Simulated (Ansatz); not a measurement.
## BaTe (NiAs-type structure)

Method: PBEsol, scalar-relativistic; no spin polarisation; PAW, 420 eV, 8×8×4 k-mesh, Gaussian smearing of 0.05 eV; code Ansatz. The datasets are Ansatz's generated set soft_2.

```yaml
crystal:
  lattice:
    - [4.80892, 0.00000, 0.00000]
    - [-2.40446, 4.16465, 0.00000]
    - [0.00000, 0.00000, 8.45910]
  atoms:
    - { symbol: Ba, position: [0.00000, 0.00000, 0.00000] }
    - { symbol: Ba, position: [0.00000, 0.00000, 0.50000] }
    - { symbol: Te, position: [0.33333, 0.66667, 0.25000] }
    - { symbol: Te, position: [0.66667, 0.33333, 0.75000] }
```

This is a trial structure: the heavier alkaline earths' oxides and chalcogenides take the rock-salt structure.

Cell and atoms are those of this level's equilibrium.

Path: Γ–M–K–Γ–A–L–H–A | L–M | H–K, with Γ = (0.000, 0.000, 0.000), M = (0.500, 0.000, 0.000), K = (0.333, 0.333, 0.000), A = (0.000, 0.000, 0.500), L = (0.500, 0.000, 0.500), H = (0.333, 0.333, 0.500) in reciprocal vectors of the calculation's cell.

**Question.** Is it a metal or an insulator, and if it has a gap, where are the band edges on this path?

**Answer.** An insulator with a gap of 1.59 eV on the path, the valence band topping at Γ and the conduction band bottoming at M; the smallest direct gap is 1.64 eV.

Levels between -5 and 3 eV from the Fermi level at the path's named points:
| point | below E_F (eV) | above E_F (eV) |
| --- | --- | --- |
| Γ | -3.15 -1.80 -1.80 -1.04 -0.79 -0.79 | 0.85 2.05 2.28 2.28 2.37 2.37 |
| M | -3.09 -2.31 -1.94 -1.85 -1.52 -1.14 | 0.79 2.17 |
| K | -2.62 -2.36 -2.36 -1.88 -1.88 -1.25 | 2.48 2.61 2.61 |
| A | -2.33 -2.33 -1.38 -1.38 -1.38 -1.38 | 2.15 2.15 2.81 2.81 2.81 2.81 |
| L | -2.60 -2.60 -1.81 -1.81 -1.57 -1.57 | 1.63 1.63 |
| H | -2.36 -2.36 -1.96 -1.96 -1.89 -1.89 | 2.35 2.35 |

Formal charges Ba²⁺, Te²⁻ balance and leave closed shells on every ion, so a band insulator is expected, and the gap is 1.59 eV.

Semilocal functionals underestimate band gaps, commonly by a third or more. No spin–orbit coupling, a notable omission for heavy elements.
